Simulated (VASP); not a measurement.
# ZnS (P3m1) in VASP: electric field gradients with PBE

Aim: the electric field gradients of ZnS with PBE.

All numbers are computed with VASP 6.6.1; they aren't measurements. Logs are shortened: lines on timing, memory, paths and dates and some standing lists are left out, and cuts for length are marked.

### Step 1. The crystal as given

It takes space group P3m1 (No. 156, trigonal). Conventional cell: a = 3.808 Å, b = 3.808 Å, c = 31.136 Å, α = 90.00°, β = 90.00°, γ = 120.00°. Around Zn (site symmetry 3m) lie 4 S at 2.33 Å. Zn (site symmetry 3m) is surrounded by 4 S at 2.33 Å. Around Zn (site symmetry 3m) lie 4 S at 2.33 to 2.34 Å. Zn (site symmetry 3m) is surrounded by 4 S at 2.33 Å. Around Zn (site symmetry 3m) lie 4 S at 2.33 Å. Zn (site symmetry 3m) is surrounded by 4 S at 2.33 to 2.34 Å. Zn (site symmetry 3m) is surrounded by 4 S at 2.33 Å. Zn (site symmetry 3m) is surrounded by 4 S at 2.33 Å.

Measurements of this composition are mostly on another form, of space group No. 216.

### Step 2. Electric field gradients, PBE

The input, INCAR:

```
SYSTEM = ZnS
PREC = Accurate
ENCUT = 520
EDIFF = 1E-8
ISMEAR = -1
SIGMA = 0.02
LREAL = Auto
LASPH = .True.
NELM = 100
ALGO = Fast
ISIF = 2
LWAVE = .False.
LCHARG = .False.
GGA = PE
LEFG = .True.
NBANDS = 106
```

The input, KPOINTS:

```
Automatic mesh
0
Gamma
  8 8 1
  0 0 0
```

The input, POSCAR:

```
ZnS
1.0
    3.8084693290      0.0000000000      0.0000000000
   -1.9042346645      3.2982311884      0.0000000000
    0.0000000000      0.0000000000     31.1363454900
Zn S
10 10
Direct
    0.0000000000      0.0000000000      0.5999836700
    0.6666666667      0.3333333333      0.2000780300
    0.6666666667      0.3333333333      0.8000149300
    0.3333333333      0.6666666667      0.6999305100
    0.0000000000      0.0000000000      0.3000227700
    0.0000000000      0.0000000000      0.0000136000
    0.3333333333      0.6666666667      0.9000480700
    0.6666666667      0.3333333333      0.5000402200
    0.3333333333      0.6666666667      0.1000893400
    0.3333333333      0.6666666667      0.4000062600
    0.0000000000      0.0000000000      0.0750664400
    0.0000000000      0.0000000000      0.6749316100
    0.3333333333      0.6666666667      0.9749092400
    0.3333333333      0.6666666667      0.4749772100
    0.6666666667      0.3333333333      0.5749715200
    0.3333333333      0.6666666667      0.7748568300
    0.6666666667      0.3333333333      0.2750108100
    0.3333333333      0.6666666667      0.1750283000
    0.0000000000      0.0000000000      0.3749820300
    0.6666666667      0.3333333333      0.8750375800
```

Potentials or basis: VASP PAW PBE potentials, release 64 (Zn, S).

Started as:

```bash
cat potpaw_PBE.64/Zn/POTCAR potpaw_PBE.64/S/POTCAR > POTCAR
mpirun -np 1 vasp_std > vasp.out
```

OUTCAR:

```text
SYSTEM = ZnS
   PREC = Accurate
   ENCUT = 520
   EDIFF = 1E-8
   ISMEAR = -1
   LREAL = Auto
   LASPH = .True.
   NELM = 100
   ISIF = 2
   GGA = PE

 ion  position               nearest neighbor table
   1  0.000  0.000  0.600-  15 2.33  15 2.33  15 2.33  12 2.33
   2  0.667  0.333  0.200-  18 2.33  18 2.33  18 2.33  17 2.33
   3  0.667  0.333  0.800-  16 2.33  16 2.33  16 2.33  20 2.34
   4  0.333  0.667  0.700-  12 2.33  12 2.33  12 2.33  16 2.33
   5  0.000  0.000  0.300-  17 2.33  17 2.33  17 2.33  19 2.33
   6  0.000  0.000  0.000-  13 2.33  13 2.33  13 2.33  11 2.34
[... 12 lines left out ...]
  19  0.000  0.000  0.375-  10 2.33  10 2.33  10 2.33   5 2.33
  20  0.667  0.333  0.875-   7 2.33   7 2.33   7 2.33   3 2.34

  LATTYP: Found a hexagonal cell.
 ALAT       =     3.8084693290
 C/A-ratio  =     8.1755536937

  Lattice vectors:

 A1 = (   3.8084693290,   0.0000000000,   0.0000000000)
 A2 = (  -1.9042346645,   3.2982311884,   0.0000000000)
 A3 = (   0.0000000000,   0.0000000000,  31.1363454900)

Analysis of symmetry for initial positions (statically):
=====================================================================
 Subroutine PRICEL returns:
 Original cell was already a primitive cell.

 Routine SETGRP: Setting up the symmetry group for a
 hexagonal supercell.

 Subroutine GETGRP returns: Found  6 space group operations
 (whereof  6 operations were pure point group operations)
 out of a pool of 24 trial point group operations.

The static configuration has the point symmetry C_3v.

Analysis of symmetry for dynamics (positions and initial velocities):
=====================================================================
 Subroutine PRICEL returns:
 Original cell was already a primitive cell.

 Routine SETGRP: Setting up the symmetry group for a
 hexagonal supercell.

 Subroutine GETGRP returns: Found  6 space group operations
 (whereof  6 operations were pure point group operations)
 out of a pool of 24 trial point group operations.

The dynamic configuration has the point symmetry C_3v.

 Subroutine INISYM returns: Found  6 space group operations
 (whereof  6 operations are pure point group operations),
 and found     1 'primitive' translations

----------------------------------------------------------------------------------------

                                     Primitive cell

  volume of cell :     391.1102

  direct lattice vectors                    reciprocal lattice vectors
     3.808469329  0.000000000  0.000000000     0.262572680  0.151596408  0.000000000
    -1.904234664  3.298231188  0.000000000     0.000000000  0.303192815  0.000000000
     0.000000000  0.000000000 31.136345490     0.000000000  0.000000000  0.032116807

  length of vectors
     3.808469329  3.808469329 31.136345490     0.303192815  0.303192815  0.032116807

  position of ions in fractional coordinates (direct lattice)
     0.000000000  0.000000000  0.599983670
     0.666666667  0.333333333  0.200078030
     0.666666667  0.333333333  0.800014930
     0.333333333  0.666666667  0.699930510
     0.000000000  0.000000000  0.300022770
     0.000000000  0.000000000  0.000013600
[... 12 lines left out ...]
     0.000000000  0.000000000  0.374982030
     0.666666667  0.333333333  0.875037580

  ion indices of the primitive-cell ions
   primitive index   ion index
                 1           1
                 2           2
                 3           3
                 4           4
                 5           5
                 6           6
[... 12 lines left out ...]
                19          19
                20          20

----------------------------------------------------------------------------------------

 KPOINTS: Automatic mesh

Automatic generation of k-mesh.
 Grid dimensions read from file:
[... 53 lines left out ...]
   NSW    =      0    number of steps for IOM
   IBRION =     -1    ionic relax: 0-MD 1-quasi-New 2-CG
   NFREE  =      0    steps in history (QN), initial steepest desc. (CG)
   ISIF   =      2    stress and relaxation
   ISYM   =      2    0-nonsym 1-usesym 2-fastsym
   POTIM  = 0.5000    time-step for ionic-motion
   TEBEG  =    0.0;   TEEND  =   0.0 temperature during run
   PSTRESS=    0.0 pullay stress
   NELECT =     180.0000    total number of electrons
   NUPDOWN=      -1.0000    fix difference up-down
   EMIN   =  10.00;   EMAX   =-10.00  energy-range for DOS
   EFERMI =   0.00;   METHOD = LEGACY
   ISMEAR =    -1;   SIGMA  =   0.02  broadening in eV -4-tet -1-fermi 0-gaus
   EFERMI_NEDOS =   21; number of points for ismear=-14 and -15
   IALGO  =     68    algorithm
   IMIX   =      4    mixing-type and parameters
     AMIX     =   0.40;   BMIX     =  1.00
     AMIX_MAG =   1.60;   BMIX_MAG =  1.00
  volume/ion in A,a.u.               =      19.56       131.97
  Fermi-wavevector in a.u.,A,eV,Ry     =   1.263958  2.388534 21.736525  1.597590
  Thomas-Fermi vector in A             =   2.397288
   LORBIT       =      0    0 simple, 1 ext, 2 COOP (PROOUT), +10 PAW based schemes
   GGA     = PE    functional components
   LHFCALC =     F    Hartree Fock is set to
   AEXX    =    0.0000 exact exchange contribution
   IVDW    =     0    specifies the selected vdW correction
   LEPSILON=     F    determine dielectric tensor
   LRPA    =     F    only Hartree local field effects (RPA)
 non-spin polarized calculation
 RMM-DIIS sequential band-by-band and
  energy-cutoff  :      520.00
  volume of cell :      391.11
 maximum number of plane-waves:     10575
   NGX = 15   NGY = 15   NGZ =115

 number of electron     179.9999910 magnetization

 Free energy of the ion-electron system (eV)
  ---------------------------------------------------
  ext. energy  EPLUGINS =         0.00000000
  ---------------------------------------------------
  free energy    TOTEN  =       -68.42222953 eV

  energy without entropy =      -68.42222953  energy(sigma->0) =      -68.42222953

 E-fermi :   2.6136     XC(G=0):  -9.6699

 val. band max:        2.1932062906   @ k =   0.0000   0.0000   0.0000
 cond. band min:       4.3585066961   @ k =   0.0000   0.0000   0.0000
 fundamental gap:      2.1653004055
 Fermi energy:         2.6135573230

 k-point     1 :       0.0000    0.0000    0.0000
  band No.  band energies     occupation
      1     -11.0151      2.00000
      2     -10.9385      2.00000
      3     -10.9377      2.00000
      4     -10.7275      2.00000
      5     -10.7246      2.00000
      6     -10.4394      2.00000
[... 1039 lines left out ...]
    101       7.9980      0.00000
    102       8.0296      0.00000
 [bands above 102 left out]

------------------------ aborting loop because EDIFF is reached ----------------------------------------

  FORCE on cell =-STRESS in cart. coord.  units (eV):
  Direction    XX          YY          ZZ          XY          YZ          ZX
  --------------------------------------------------------------------------------------
  -------------------------------------------------------------------------------------
  Total        5.9866162      5.9866162      5.9359168     -0.0000000      0.0000000      0.0000000
  in kB       24.5240845     24.5240845     24.3163952     -0.0000000      0.0000000      0.0000000
  external PRESSURE =      24.4548547 kB  Pullay stress =       0.0000000 kB

 VOLUME and BASIS-vectors are now :
 -----------------------------------------------------------------------------
  energy-cutoff  :      520.00
  volume of cell :      391.11
      direct lattice vectors                 reciprocal lattice vectors
     3.808469329  0.000000000  0.000000000     0.262572680  0.151596408  0.000000000
    -1.904234664  3.298231188  0.000000000     0.000000000  0.303192815  0.000000000
     0.000000000  0.000000000 31.136345490     0.000000000  0.000000000  0.032116807

 POSITION                                       TOTAL-FORCE (eV/Angst)
 -----------------------------------------------------------------------------------
      0.00000      0.00000     18.68130        -0.000000      0.000000      0.002031
      1.90423      1.09941      6.22970        -0.000000      0.000000     -0.005925
      1.90423      1.09941     24.90954         0.000000      0.000000     -0.007450
     -0.00000      2.19882     21.79328         0.000000      0.000000      0.000145
      0.00000      0.00000      9.34161        -0.000000      0.000000      0.004208
      0.00000      0.00000      0.00042        -0.000000      0.000000      0.004951
[... 12 lines left out ...]
      0.00000      0.00000     11.67557        -0.000000      0.000000     -0.002711
      1.90423      1.09941     27.24547        -0.000000     -0.000000      0.002401
 -----------------------------------------------------------------------------------
    total drift:                               -0.000009     -0.000002      0.003545

  FREE ENERGIE OF THE ION-ELECTRON SYSTEM (eV)
  ---------------------------------------------------
  free  energy   TOTEN  =       -68.4222295255 eV

  energy  without entropy=      -68.4222295254  energy(sigma->0) =      -68.42222953

 Electric field gradients (V/A^2)
---------------------------------------------------------------------
 ion       V_xx      V_yy      V_zz      V_xy      V_xz      V_yz
---------------------------------------------------------------------
   1      -0.103    -0.102     0.204     0.001     0.000    -0.000
   2      -0.034    -0.027     0.061     0.006     0.000    -0.000
   3       0.453     0.460    -0.913     0.006    -0.000     0.000
   4      -0.151    -0.144     0.295     0.006     0.000    -0.000
   5      -0.138    -0.138     0.276     0.001     0.000    -0.000
   6       0.320     0.321    -0.641     0.001    -0.000     0.000
[... 12 lines left out ...]
  19      -0.184    -0.183     0.367     0.000     0.000    -0.000
  20      -0.925    -0.926     1.851    -0.000    -0.000     0.000
---------------------------------------------------------------------

 Electric field gradients after diagonalization (V/A^2)
 (convention: |V_zz| > |V_xx| > |V_yy|)
----------------------------------------------------------------------
 ion       V_xx      V_yy      V_zz     asymmetry (V_yy - V_xx)/ V_zz
----------------------------------------------------------------------
   1      -0.103    -0.101     0.204       0.009
   2      -0.037    -0.024     0.061       0.214
   3       0.463     0.450    -0.913       0.014
   4      -0.154    -0.141     0.295       0.044
   5      -0.139    -0.137     0.276       0.007
   6       0.321     0.320    -0.641       0.003
[... 12 lines left out ...]
  19      -0.184    -0.183     0.367       0.003
  20      -0.926    -0.925     1.851       0.001
----------------------------------------------------------------------

           NMR quadrupolar parameters

 Cq : quadrupolar parameter    Cq=e*Q*V_zz/h
 eta: asymmetry parameters     (V_yy - V_xx)/ V_zz
 Q  : nuclear electric quadrupole moment in mb (millibarn)
----------------------------------------------------------------------
 ion       Cq(MHz)       eta       Q (mb)
----------------------------------------------------------------------
   1       0.000       0.009       1.000
   2       0.000       0.214       1.000
   3      -0.002       0.014       1.000
   4       0.001       0.044       1.000
   5       0.001       0.007       1.000
   6      -0.002       0.003       1.000
[... 12 lines left out ...]
  19       0.001       0.003       1.000
  20       0.004       0.001       1.000
----------------------------------------------------------------------
```

It took 15 min on 1 thread of Intel Xeon Platinum 8259CL at 2.50GHz (Skylake/Cascade Lake), shared host; peak memory 0.58 GiB.

Results:

```
Free energy            : -68.4222 eV
Pressure               : 2.4 GPa
Largest force          : 0.008 eV/Å
Band gap on the k mesh : 2.17 eV, direct
```

Forces in eV/Å, atoms in the order of the input:
```
Zn   0.000  0.000  0.002
Zn   0.000  0.000 -0.006
Zn   0.000  0.000 -0.007
Zn   0.000  0.000  0.000
Zn   0.000  0.000  0.004
Zn   0.000  0.000  0.005
Zn   0.000  0.000 -0.004
Zn   0.000  0.000 -0.007
Zn   0.000  0.000  0.008
Zn   0.000  0.000  0.005
S    0.000  0.000  0.003
S    0.000  0.000 -0.005
S    0.000  0.000  0.002
S    0.000  0.000  0.000
S    0.000  0.000  0.001
S    0.000  0.000 -0.001
S    0.000  0.000  0.000
S    0.000  0.000  0.000
S    0.000  0.000 -0.003
S    0.000  0.000  0.002
```

Electric field gradients, principal values (V/Å²):
```tsv
atom	Vxx	Vyy	Vzz
1 Zn	-0.101	-0.103	0.204
2 Zn	-0.024	-0.037	0.061
3 Zn	0.450	0.463	-0.913
4 Zn	-0.141	-0.154	0.295
5 Zn	-0.137	-0.139	0.276
6 Zn	0.320	0.321	-0.641
7 Zn	-0.228	-0.241	0.468
8 Zn	-0.003	-0.016	0.019
9 Zn	-0.344	-0.357	0.701
10 Zn	-0.155	-0.168	0.322
11 S	-0.956	-0.957	1.913
12 S	-0.140	-0.142	0.282
13 S	-0.471	-0.472	0.944
14 S	-0.246	-0.247	0.493
15 S	-0.151	-0.152	0.303
16 S	-0.536	-0.537	1.073
17 S	-0.147	-0.148	0.296
18 S	-0.257	-0.258	0.516
19 S	-0.183	-0.184	0.367
20 S	-0.925	-0.926	1.851
```

A hybrid or GW would open this gap; PBE tends to underestimate it.
